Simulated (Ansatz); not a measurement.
# InSb: a line through an energy map

One line of a two-coordinate grid on InSb (P4/mmm, No. 123; 2 atoms in the cell): normal strain along x is varied, at normal strain along z = −4 %.

Program: Ansatz 0.2.0. Level of theory: DFT PBEsol, scalar-relativistic, plane waves, PAW. These are calculated values, not measurements.

1 further run of the same task is left out (set aside as unsound or not needed).

## Step 1: The system as given

Symmetry: P4/mmm, No. 123, tetragonal system. Conventional cell: a = 3.036 Å, b = 3.036 Å, c = 6.096 Å, α = 90.00°, β = 90.00°, γ = 90.00°. In (site symmetry 4/mmm) is surrounded by 4 In at 3.04 Å and 2 Sb at 3.05 Å. Sb (site symmetry 4/mmm) is surrounded by 4 Sb at 3.04 Å and 2 In at 3.05 Å.

Coordinates:

```xyz
2
Lattice="3.0362 0.0000 0.0000 0.0000 3.0362 0.0000 0.0000 0.0000 6.0964" Properties=species:S:1:pos:R:3 pbc="T T T"
In    0.0000    0.0000    0.0000
Sb    0.0000    0.0000    3.0482
```

It goes back to an entry of the Materials Project, which need not be the stable form.

This cell was relaxed beforehand with the same method: volume 28.10 Å³/atom, gap on the mesh none (metal).

## Step 2: Plan of the line

The energy is mapped over two homogeneous strains (x along [1 0 0], y along [0 1 0], z along [0 0 1] of the conventional cell).

The axes are (1) normal strain along x: 5 values from −4 to 4 %; (2) normal strain along z: 5 values from −4 to 4 %.

Nothing else is relaxed (symmetry fixes all fractional coordinates). Energies count from the relaxed crystal. Points are written as (first, second).

## Step 3: Point (−4 %, −4 %)

Contents of input.yaml:

```yaml
crystal:
  lattice:
    - [2.9147411475, 0.0, 0.0]
    - [0.0, 3.0361886953, 0.0]
    - [0.0, 0.0, 5.8525016686]
  atoms:
    - { symbol: In, position: [0.0, 0.0, 0.0] }
    - { symbol: Sb, position: [0.0, 0.0, 0.5] }
basis:
  ecutwfc: 420
kpoints:
  mp_grid: { grid: [14, 14, 8] }
hamiltonian:
  xc: pbesol
  pseudopotentials: { kind: paw, azcp: { folder: soft_1 } }
scf:
  occupations: { method: gaussian, width: 0.15 }
output:
  forces: true
  stress: true
  eigenvalues: true
```

The run is started by

```bash
ansatz run input.yaml --threads 1 --pin off --max-ram 2048MiB --backend cpu --events-out ev --progress --plain --runs-dir out
```

What it wrote, cut to the lines that bear on the results:

```text
Warning: <dir> the record states the generating functional pbe (its physics header spells it `PBE`), which answers neither for hamiltonian.xc's functional nor for the pbesol family's — results may be inconsistent (PPs are generated against a specific XC)
[...]
Warning: RAYON_NUM_THREADS=1 ignored (pool sized by the plan → 1); use --threads N
[...]
Pseudopotentials: kind: paw
Pseudopotential: In, paw, valence charge 13, recommended cutoff 420 eV (normal), <dir>
Pseudopotential: Sb, paw, valence charge 15, recommended cutoff 420 eV (normal), <dir>
Functional definition: PBEsol
[...]
Crystal: 2 atoms, lattice volume = 51.793 Å³
Basis set: ecut = 420 eV, 985 PW (Γ), exchange–correlation on 40×48×80 points (8 copies of the dense FFT grid, shifted against one another)
Bands: 18, of which v1, the nominal top of the filled ones, is band 14 counted from 1 (13 counted from 0)
Symmetry: 8 space group operations
Space group: Pmmm (ITA 47), of the structure as read, at distance tolerance 3.7e-5 Å
k-points: 320 of 1568
[...]
SCF iter   1: F=—  HF=-11933.724452 eV  |F-HF|=—  |Δ(HF+E_count)|=         —  Δρ=2.44e-2  dr2=1.30e0  ethr=3.10e-3  ⟨swp⟩=5.8  Hψ=29933  notcnv=0
[...]
SCF iter   8: F=-11933.437029 eV  HF=-11933.437029 eV  |F-HF|=1.24e-9  |Δ(HF+E_count)|=   1.32e-8  Δρ=4.03e-6  dr2=1.33e-8  ethr=3.57e-10  ⟨swp⟩=7.2  Hψ=26207  notcnv=0
[...]
SCF converged after 8 iterations
Free energy (F): -11933.437029 eV
[...]
E sigma→0 (E₀):  -11933.430908 eV
Entropy (-TS):   -0.012242 eV (-6.121 meV/atom)
Fermi energy:    11.206694 eV
[...]
--- Forces (eV/Å), atoms counted from 1 ---
  atom   1  In     0.00000000     0.00000000     0.00000000
  atom   2  Sb    -0.00000000     0.00000000     0.00000000
[...]
--- Stress (GPa, compression-positive) ---
        6.030692       0.000000       0.000000
        0.000000       2.545782       0.000000
        0.000000       0.000000       6.830754
  P = ⅓ Tr σ = 5.1357 GPa (51.357 kbar)
--- Band table (eV; the first three rows and the last of 320) ---
  k-point 0: bands = ["-18.0518", "-17.8826", "-17.7700", "-17.7694", "-17.7660", "-3.9012", "-3.6784", "-3.1835", "-3.1301", "-3.0187", "-1.1883", "4.1445", "5.8806", "15.0251", "16.3386", "17.3472", "19.1839", "20.1377"]
[...]
```

Wall time 16 s (1 thread of AMD EPYC 7R43 (Zen 3), shared host); peak memory 0.53 GiB.

Energy on the map's scale: 39.4 meV/atom.

## Step 4: A further run, with the input changed

input.yaml: that of step 3 with these lines changed.

```diff
@@ -16,6 +16,6 @@
 scf:
-  occupations: { method: gaussian, width: 0.15 }
+  max_iter: 80
 output:
   forces: true
+  eigenvalues: true
   stress: true
-  eigenvalues: true
```

The run is started by

```bash
ansatz run input.yaml --threads 1 --pin off --max-ram 2048MiB --backend cpu --events-out ev --progress --plain --runs-dir out
```

What it wrote:

```text
Error: YAML parse error: `scf.occupations.method` is required: fixed only where the cell keeps a band gap throughout the run, explicit beside scf.occupations.values (under evaluate: without them), else a smearing such as fermi_dirac (scf.occupations.width is optional; its entry in the input reference gives the default)
```

Run time: 0.08 s. Hardware: 1 thread of AMD EPYC 7R43 (Zen 3), shared host; peak memory 0.028 GiB.

## Step 5: Diagnosis

Nothing was computed: the input was turned down at the start. It says: «`scf.occupations.method` is required: fixed only where the cell keeps a band gap throughout the run, explicit beside scf.occupations.values (under evaluate: without them) ...»

In the input, scf.occupations.method is missing; scf.occupations.width is missing. A required setting is missing, and the program won't guess it.

What to do: set scf.occupations.method to gaussian and scf.occupations.width to 0.15.

## Step 6: Point (−2 %, −4 %)

input.yaml: that of step 3 with these lines changed.

```diff
@@ -2,3 +2,3 @@
   lattice:
-    - [2.9147411475, 0.0, 0.0]
+    - [2.9754649214, 0.0, 0.0]
     - [0.0, 3.0361886953, 0.0]
```

The run is started by

```bash
ansatz run input.yaml --threads 1 --pin off --max-ram 2048MiB --backend cpu --events-out ev --progress --plain --runs-dir out
```

What it wrote, cut to the lines that bear on the results:

```text
Warning: <dir> the record states the generating functional pbe (its physics header spells it `PBE`), which answers neither for hamiltonian.xc's functional nor for the pbesol family's — results may be inconsistent (PPs are generated against a specific XC)
[...]
Warning: RAYON_NUM_THREADS=1 ignored (pool sized by the plan → 1); use --threads N
[...]
[... 4 set-up lines as earlier in the session ...]
[...]
Crystal: 2 atoms, lattice volume = 52.872 Å³
Basis set: ecut = 420 eV, 1001 PW (Γ), exchange–correlation on 40×48×80 points (8 copies of the dense FFT grid, shifted against one another)
Bands: 18, of which v1, the nominal top of the filled ones, is band 14 counted from 1 (13 counted from 0)
[... 1 set-up line as earlier in the session ...]
Space group: Pmmm (ITA 47), of the structure as read, at distance tolerance 3.8e-5 Å
k-points: 320 of 1568
[...]
SCF iter   1: F=—  HF=-11933.743189 eV  |F-HF|=—  |Δ(HF+E_count)|=         —  Δρ=2.39e-2  dr2=1.28e0  ethr=3.10e-3  ⟨swp⟩=5.7  Hψ=29517  notcnv=0
[...]
SCF iter   8: F=-11933.467736 eV  HF=-11933.467736 eV  |F-HF|=2.69e-9  |Δ(HF+E_count)|=   1.99e-8  Δρ=3.59e-6  dr2=1.16e-8  ethr=3.57e-10  ⟨swp⟩=7.0  Hψ=26110  notcnv=0
[...]
SCF converged after 8 iterations
Free energy (F): -11933.467736 eV
[...]
E sigma→0 (E₀):  -11933.461389 eV
Entropy (-TS):   -0.012694 eV (-6.347 meV/atom)
Fermi energy:    10.854077 eV
[...]
--- Forces (eV/Å), atoms counted from 1 ---
  atom   1  In     0.00000000     0.00000000     0.00000000
  atom   2  Sb     0.00000000     0.00000000     0.00000000
[...]
--- Stress (GPa, compression-positive) ---
        3.170481       0.000000       0.000000
        0.000000       1.601299       0.000000
        0.000000       0.000000       5.976534
  P = ⅓ Tr σ = 3.5828 GPa (35.828 kbar)
--- Band table (eV; the first three rows and the last of 320) ---
  k-point 0: bands = ["-18.3039", "-18.1688", "-18.0616", "-18.0615", "-18.0545", "-4.1627", "-3.9758", "-3.4974", "-3.4725", "-3.3597", "-1.3264", "3.9627", "5.6888", "14.8763", "15.5066", "17.1665", "18.9248", "19.9418"]
[...]
```

Run time: 16 s. Hardware: 1 thread of AMD EPYC 7R43 (Zen 3), shared host; peak memory 0.56 GiB.

On the map this point reads 24.1 meV/atom.

## Step 7: The run at (0 %, −4 %)

input.yaml: that of step 6 with these lines changed.

```diff
@@ -2,3 +2,3 @@
   lattice:
-    - [2.9754649214, 0.0, 0.0]
+    - [3.0361886953, 0.0, 0.0]
     - [0.0, 3.0361886953, 0.0]
```

The run is started by

```bash
ansatz run input.yaml --threads 1 --pin off --max-ram 2048MiB --backend cpu --events-out ev --progress --plain --runs-dir out
```

What it wrote, cut to the lines that bear on the results:

```text
Warning: <dir> the record states the generating functional pbe (its physics header spells it `PBE`), which answers neither for hamiltonian.xc's functional nor for the pbesol family's — results may be inconsistent (PPs are generated against a specific XC)
[...]
Warning: RAYON_NUM_THREADS=1 ignored (pool sized by the plan → 1); use --threads N
[...]
[... 4 set-up lines as earlier in the session ...]
[...]
Crystal: 2 atoms, lattice volume = 53.951 Å³
Basis set: ecut = 420 eV, 1019 PW (Γ), exchange–correlation on 48×48×80 points (8 copies of the dense FFT grid, shifted against one another)
Bands: 18, of which v1, the nominal top of the filled ones, is band 14 counted from 1 (13 counted from 0)
Symmetry: 16 space group operations
Space group: P4/mmm (ITA 123), of the structure as read, at distance tolerance 3.8e-5 Å
k-points: 180 of 1568
[...]
SCF iter   1: F=—  HF=-11933.743644 eV  |F-HF|=—  |Δ(HF+E_count)|=         —  Δρ=2.33e-2  dr2=1.23e0  ethr=3.10e-3  ⟨swp⟩=5.7  Hψ=16699  notcnv=0
[...]
SCF iter   8: F=-11933.480732 eV  HF=-11933.480732 eV  |F-HF|=3.42e-9  |Δ(HF+E_count)|=   2.34e-8  Δρ=3.53e-6  dr2=1.19e-8  ethr=3.57e-10  ⟨swp⟩=7.3  Hψ=15066  notcnv=0
[...]
SCF converged after 8 iterations
Free energy (F): -11933.480732 eV
[...]
E sigma→0 (E₀):  -11933.474052 eV
Entropy (-TS):   -0.013361 eV (-6.681 meV/atom)
Fermi energy:    10.527145 eV
[...]
--- Forces (eV/Å), atoms counted from 1 ---
  atom   1  In     0.00000000     0.00000000     0.00000000
  atom   2  Sb     0.00000000     0.00000000     0.00000000
[...]
--- Stress (GPa, compression-positive) ---
        0.754402       0.000000       0.000000
        0.000000       0.754402       0.000000
        0.000000       0.000000       5.380240
  P = ⅓ Tr σ = 2.2963 GPa (22.963 kbar)
--- Band table (eV; the first three rows and the last of 180) ---
  k-point 0: bands = ["-18.5665", "-18.4522", "-18.3525", "-18.3525", "-18.3442", "-4.4174", "-4.2531", "-3.7923", "-3.7923", "-3.6774", "-1.4701", "3.7915", "5.5001", "14.7190", "14.7190", "16.9877", "18.5705", "19.4012"]
[...]
```

Wall time 11 s (1 thread of AMD EPYC 7R43 (Zen 3), shared host); peak memory 0.48 GiB.

Energy on the map's scale: 17.6 meV/atom.

## Step 8: Grid point (2 %, −4 %)

input.yaml: that of step 7 with these lines changed.

```diff
@@ -2,3 +2,3 @@
   lattice:
-    - [3.0361886953, 0.0, 0.0]
+    - [3.0969124692, 0.0, 0.0]
     - [0.0, 3.0361886953, 0.0]
```

The run is started by

```bash
ansatz run input.yaml --threads 1 --pin off --max-ram 2048MiB --backend cpu --events-out ev --progress --plain --runs-dir out
```

What it wrote, cut to the lines that bear on the results:

```text
Warning: <dir> the record states the generating functional pbe (its physics header spells it `PBE`), which answers neither for hamiltonian.xc's functional nor for the pbesol family's — results may be inconsistent (PPs are generated against a specific XC)
[...]
Warning: RAYON_NUM_THREADS=1 ignored (pool sized by the plan → 1); use --threads N
[...]
[... 4 set-up lines as earlier in the session ...]
[...]
Crystal: 2 atoms, lattice volume = 55.030 Å³
Basis set: ecut = 420 eV, 1055 PW (Γ), exchange–correlation on 48×48×80 points (8 copies of the dense FFT grid, shifted against one another)
Bands: 18, of which v1, the nominal top of the filled ones, is band 14 counted from 1 (13 counted from 0)
[... 2 set-up lines as earlier in the session ...]
k-points: 320 of 1568
[...]
SCF iter   1: F=—  HF=-11933.732240 eV  |F-HF|=—  |Δ(HF+E_count)|=         —  Δρ=2.26e-2  dr2=1.16e0  ethr=3.10e-3  ⟨swp⟩=5.8  Hψ=29432  notcnv=0
[...]
SCF iter   8: F=-11933.478699 eV  HF=-11933.478699 eV  |F-HF|=5.18e-9  |Δ(HF+E_count)|=   4.25e-8  Δρ=3.78e-6  dr2=1.52e-8  ethr=3.57e-10  ⟨swp⟩=7.4  Hψ=27605  notcnv=0
[...]
SCF converged after 8 iterations
Free energy (F): -11933.478699 eV
[...]
E sigma→0 (E₀):  -11933.471737 eV
Entropy (-TS):   -0.013923 eV (-6.962 meV/atom)
Fermi energy:    10.233049 eV
[...]
--- Forces (eV/Å), atoms counted from 1 ---
  atom   1  In     0.00000000     0.00000000     0.00000000
  atom   2  Sb    -0.00000000     0.00000000     0.00000000
[...]
--- Stress (GPa, compression-positive) ---
       -1.299596       0.000000       0.000000
        0.000000       0.115458       0.000000
        0.000000       0.000000       4.884467
  P = ⅓ Tr σ = 1.2334 GPa (12.334 kbar)
--- Band table (eV; the first three rows and the last of 320) ---
  k-point 0: bands = ["-18.8348", "-18.7302", "-18.6404", "-18.6395", "-18.6319", "-4.6661", "-4.5130", "-4.0932", "-4.0709", "-3.9751", "-1.6183", "3.6291", "5.3144", "13.9738", "14.5560", "16.8104", "18.0665", "18.9862"]
[...]
```

It took 20 s on 1 thread of AMD EPYC 7R43 (Zen 3), shared host; peak memory 0.57 GiB.

That is 18.6 meV/atom from the zero.

## Step 9: The run at (4 %, −4 %)

input.yaml: that of step 8 with these lines changed.

```diff
@@ -2,3 +2,3 @@
   lattice:
-    - [3.0969124692, 0.0, 0.0]
+    - [3.1576362431, 0.0, 0.0]
     - [0.0, 3.0361886953, 0.0]
```

The run is started by

```bash
ansatz run input.yaml --threads 1 --pin off --max-ram 2048MiB --backend cpu --events-out ev --progress --plain --runs-dir out
```

What it wrote, cut to the lines that bear on the results:

```text
Warning: <dir> the record states the generating functional pbe (its physics header spells it `PBE`), which answers neither for hamiltonian.xc's functional nor for the pbesol family's — results may be inconsistent (PPs are generated against a specific XC)
[...]
Warning: RAYON_NUM_THREADS=1 ignored (pool sized by the plan → 1); use --threads N
[...]
[... 4 set-up lines as earlier in the session ...]
[...]
Crystal: 2 atoms, lattice volume = 56.109 Å³
Basis set: ecut = 420 eV, 1095 PW (Γ), exchange–correlation on 48×48×80 points (8 copies of the dense FFT grid, shifted against one another)
Bands: 18, of which v1, the nominal top of the filled ones, is band 14 counted from 1 (13 counted from 0)
[... 2 set-up lines as earlier in the session ...]
k-points: 320 of 1568
[...]
SCF iter   1: F=—  HF=-11933.711221 eV  |F-HF|=—  |Δ(HF+E_count)|=         —  Δρ=2.21e-2  dr2=1.09e0  ethr=3.10e-3  ⟨swp⟩=5.8  Hψ=29359  notcnv=0
[...]
SCF iter   8: F=-11933.464088 eV  HF=-11933.464088 eV  |F-HF|=5.45e-9  |Δ(HF+E_count)|=   3.56e-8  Δρ=3.68e-6  dr2=1.54e-8  ethr=3.57e-10  ⟨swp⟩=7.4  Hψ=27527  notcnv=0
[...]
SCF converged after 8 iterations
Free energy (F): -11933.464088 eV
[...]
E sigma→0 (E₀):  -11933.456866 eV
Entropy (-TS):   -0.014445 eV (-7.223 meV/atom)
Fermi energy:    9.961877 eV
[...]
--- Forces (eV/Å), atoms counted from 1 ---
  atom   1  In    -0.00000000     0.00000000     0.00000000
  atom   2  Sb     0.00000000     0.00000000     0.00000000
[...]
--- Stress (GPa, compression-positive) ---
       -2.972710       0.000000      -0.000000
        0.000000      -0.358383      -0.000000
       -0.000000      -0.000000       4.428126
  P = ⅓ Tr σ = 0.3657 GPa (3.657 kbar)
--- Band table (eV; the first three rows and the last of 320) ---
  k-point 0: bands = ["-19.1018", "-19.0005", "-18.9213", "-18.9187", "-18.9126", "-4.9113", "-4.7610", "-4.3800", "-4.3379", "-4.2583", "-1.7683", "3.4724", "5.1318", "13.2711", "14.3910", "16.6339", "17.4706", "18.2235"]
[...]
```

Wall time 20 s (1 thread of AMD EPYC 7R43 (Zen 3), shared host); peak memory 0.57 GiB.

Energy on the map's scale: 25.9 meV/atom.

## Step 10: The line in numbers

| normal strain along x (%) | step | energy (meV/atom) | slope (meV/atom per %) | pressure (GPa) |
| --- | --- | --- | --- | --- |
| −4 | 3 | 39.4 | −10.2 | 5.14 |
| −2 | 6 | 24.1 | −5.3 | 3.58 |
| 0 | 7 | 17.6 | −1.3 | 2.30 |
| 2 | 8 | 18.6 | 2.2 | 1.23 |
| 4 | 9 | 25.9 | 5.0 | 0.37 |

Energies count from the relaxed crystal. Slopes come from the forces (and the stress, where the cell changes), not from differences of energies.

```
                                                              run  outcome
step 4, run with method left out, width left out (against step 3)  refused
```

**Reading.** The lowest point of the line is at 0 %, 17.6 meV/atom from the zero. Energies and slopes round the minimum, fitted together, put the minimum at 0.7 %, with a curvature of about 1.8 meV/atom per %². Divided by the reference volume, that is a stiffness of about 100 GPa for this pattern of strain. The highest point computed, at −4 %, lies 21.9 meV/atom above the lowest. This is one cut through a surface in two coordinates; the map's lowest point lies off it. Spin-orbit coupling is left out for Sb.
